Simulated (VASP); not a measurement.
# NiO (Fm-3m) in VASP: notebook, part 2 of 2

VASP 6.6.1. The steps go on from the part before.

### 4 Band structure, PBE+U, collinear spin, ferromagnetic start

This run uses another cell than the first one, of 9.23 Å³/atom, 1.017 times its volume.

File INCAR:

```
SYSTEM = NiO
PREC     = Accurate       ! precision mode
ENCUT    = 520            ! plane-wave cutoff, eV
EDIFF    = 1E-6           ! SCF threshold, eV
ISMEAR   = 0              ! smearing method
SIGMA    = 0.03           ! smearing width, eV
LREAL    = .FALSE.        ! projectors in reciprocal space
LASPH    = .TRUE.         ! aspherical terms in the spheres
NELM     = 150            ! most SCF steps
ALGO     = Normal         ! electronic algorithm
ISIF     = 2              ! what is computed and relaxed
LWAVE    = .FALSE.        ! write WAVECAR
LCHARG   = .FALSE.        ! write CHGCAR
ISPIN    = 2              ! spin polarisation
MAGMOM   = 2 0            ! initial moments
LORBIT   = 11             ! projections on sites
LMAXMIX  = 4              ! l up to which the mixer works
LDAU     = .TRUE.         ! DFT+U
LDAUTYPE = 2            
LDAUL    = 2 -1           ! shell
LDAUU    = 6.2 0          ! U, eV
LDAUJ    = 0 0          
LDAUPRINT= 1            
GGA      = PE             ! functional
NBANDS   = 19             ! bands
AMIX     = 0.2          
BMIX     = 1E-4         
AMIX_MAG = 0.8          
BMIX_MAG = 1E-4         
ICORELEVEL= 1
```

File KPOINTS:

```
regular mesh
0
G
  12 12 12
  0 0 0
```

File POSCAR:

```
NiO                                     
1.0
    0.0000000000      2.0978138330      2.0978138330
    2.0978138330      0.0000000000      2.0978138330
    2.0978138330      2.0978138330      0.0000000000
  Ni              O             
     1     1
Direct
     0.0000000000000000    0.0000000000000000    0.0000000000000000
     0.5000000000000000    0.5000000000000000    0.5000000000000000
```

File KPOINTS_OPT:

```
explicit points
209
Reciprocal
 0.0000000000  0.0000000000  0.0000000000 1
 0.0263157895  0.0000000000  0.0263157895 1
 0.0526315789  0.0000000000  0.0526315789 1
 0.0789473684  0.0000000000  0.0789473684 1
 0.1052631579  0.0000000000  0.1052631579 1
 0.1315789474  0.0000000000  0.1315789474 1
[... 201 lines left out ...]
 0.4250000000  0.0000000000  0.4250000000 1
 0.4500000000  0.0000000000  0.4500000000 1
```

Potentials or basis: VASP PAW PBE potentials, release 64 (Ni, O).

Run with:

```bash
$ cat potpaw_PBE.64/Ni/POTCAR potpaw_PBE.64/O/POTCAR > POTCAR
$ mpirun -np 1 vasp_std > vasp.out
```

OUTCAR:

```text
SYSTEM = NiO
   PREC = Accurate
   ENCUT = 520
   EDIFF = 1E-6
   ISMEAR = 0
   LREAL = .FALSE.
   LASPH = .TRUE.
   NELM = 150
   ISIF = 2
   ISPIN = 2
   LORBIT = 11
   GGA = PE
   AMIX = 0.2
   AMIX_MAG = 0.8

 ion  position               nearest neighbor table
   1  0.000  0.000  0.000-   2 2.10   2 2.10   2 2.10   2 2.10   2 2.10   2 2.10
   2  0.500  0.500  0.500-   1 2.10   1 2.10   1 2.10   1 2.10   1 2.10   1 2.10

  LATTYP: Found a face centered cubic cell.
 ALAT       =     4.1956276660

  Lattice vectors:

 A1 = (   0.0000000000,   2.0978138330,   2.0978138330)
 A2 = (   2.0978138330,   0.0000000000,   2.0978138330)
 A3 = (   2.0978138330,   2.0978138330,   0.0000000000)

Analysis of symmetry for initial positions (statically):
=====================================================================
 Subroutine PRICEL returns:
 Original cell was already a primitive cell.

 Routine SETGRP: Setting up the symmetry group for a
 face centered cubic supercell.

 Subroutine GETGRP returns: Found 48 space group operations
 (whereof 48 operations were pure point group operations)
[... 1290 lines left out ...]

 [... further k-points ...]

------------------------ aborting loop because EDIFF is reached ----------------------------------------

  FORCE on cell =-STRESS in cart. coord.  units (eV):
  Direction    XX          YY          ZZ          XY          YZ          ZX
  --------------------------------------------------------------------------------------
  -------------------------------------------------------------------------------------
  Total        0.0327752      0.0327752      0.0327752     -0.0000000      0.0000000      0.0000000
  in kB        2.8439707      2.8439707      2.8439707     -0.0000000      0.0000000      0.0000000
  external PRESSURE =       2.8439707 kB  Pullay stress =       0.0000000 kB

 VOLUME and BASIS-vectors are now :
 -----------------------------------------------------------------------------
  energy-cutoff  :      520.00
  volume of cell :       18.46
      direct lattice vectors                 reciprocal lattice vectors
     0.000000000  2.097813833  2.097813833    -0.238343361  0.238343361  0.238343361
     2.097813833  0.000000000  2.097813833     0.238343361 -0.238343361  0.238343361
     2.097813833  2.097813833  0.000000000     0.238343361  0.238343361 -0.238343361

 POSITION                                       TOTAL-FORCE (eV/Angst)
 -----------------------------------------------------------------------------------
      0.00000      0.00000      0.00000        -0.000000     -0.000000      0.000000
      2.09781      2.09781      2.09781         0.000000      0.000000     -0.000000
 -----------------------------------------------------------------------------------
    total drift:                                0.000000     -0.000000     -0.000000

  FREE ENERGIE OF THE ION-ELECTRON SYSTEM (eV)
  ---------------------------------------------------
  free  energy   TOTEN  =       -10.1656166526 eV

  energy  without entropy=      -10.1656166526  energy(sigma->0) =      -10.16561665

 total charge

# of ion       s       p       d       tot
------------------------------------------
    1        0.340   0.416   8.213   8.969
    2        1.547   3.477   0.000   5.024
--------------------------------------------------
tot          1.888   3.892   8.213  13.993

 magnetization (x)

# of ion       s       p       d       tot
------------------------------------------
    1        0.012   0.013   1.800   1.824
    2        0.017   0.152   0.000   0.169
--------------------------------------------------
tot          0.029   0.165   1.800   1.994
```

stdout:

```text
POSCAR found type information on POSCAR NiO
 POSCAR found :  2 types and       2 ions
 scaLAPACK will be used
 LDA part: xc-table for (Slater+PW92), standard interpolation
 POSCAR, INCAR and KPOINTS ok, starting setup
 FFT: planning ... GRIDC
 FFT: planning ... GRID_SOFT
 FFT: planning ... GRID
 WAVECAR not read
 entering main loop
 Start KPOINTS_OPT (optional k-point list driver)
k-point batch [1-72\209]
k-point batch [73-144\209]
k-point batch [145-209\209]
```

Run time: 49 s. Hardware: 1 thread of Intel Xeon 6975P-C (Granite Rapids), shared host; peak memory 0.2 GiB.

Results:

```
Free energy                                           : -10.1656 eV
Pressure                                              : 0.3 GPa
Band gap on the k mesh                                : 2.55 eV, indirect (least direct gap 3.19 eV)
Band gap along the path                               : 2.55 eV, indirect (least direct gap 3.16 eV)
Net moment                                            : 2.00 μB per cell
Site moments                                          : Ni +1.82; O +0.17 μB
Valence electrons inside the program's atomic spheres : Ni 8.97; O 5.02
```

Eigenvalues of the final occupation matrices:
```tsv
site	spin	trace	eigenvalues
site 1 d	1	5.02	0.98 0.98 0.98 1.04 1.04
site 1 d	2	3.22	0.14 0.14 0.98 0.98 0.98
```

Core levels (eV, on the scale of the bands):
```
atom                                                levels
1 Ni  1s -8197.5, 2s -967.4, 2p -830.3, 3s -96.5, 3p -56.9
 2 O                                             1s -498.1
```

Caveat: a cell with one magnetic atom can't hold antiferromagnetic order, which such compounds often take.
